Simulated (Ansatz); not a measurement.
Space group Im-3m (No. 229). a = 3.154 Å, b = 3.154 Å, c = 3.154 Å, α = 90.00°, β = 90.00°, γ = 90.00°
| atom | site | symmetry | x | y | z |
| --- | --- | --- | --- | --- | --- |
| W | 2a | m-3m | 0.0000 | 0.0000 | 0.0000 |

Equation of state of this W structure (not necessarily the ground state), with shape and atoms relaxed at each volume where symmetry leaves them free. It has no gap at any of these volumes. Method: DFT PBEsol, scalar-relativistic, plane waves, PAW in Ansatz 0.2.0.

Plane waves to 420 eV, a k mesh through Γ of 18×18×18 on the computed 1-atom cell and Gaussian smearing (0.10 eV); no spin polarisation.

```csv
V (Å³/atom),E − E(largest V) (meV/atom),P (GPa)
13.810,148.94,53.57
14.280,16.37,37.06
14.751,-71.19,22.86
15.222,-120.07,10.60
15.693,-135.29,0.00
16.164,-121.57,-9.06
16.634,-83.20,-16.78
17.262,0.00,-25.29
```

Question: Fit a third-order Birch–Murnaghan equation to E(V).

Answer: V0 = 15.70 Å³/atom, B0 = 325 GPa, B0' = 4.0.

Spin-orbit coupling is left out, which matters for the bands of heavy elements.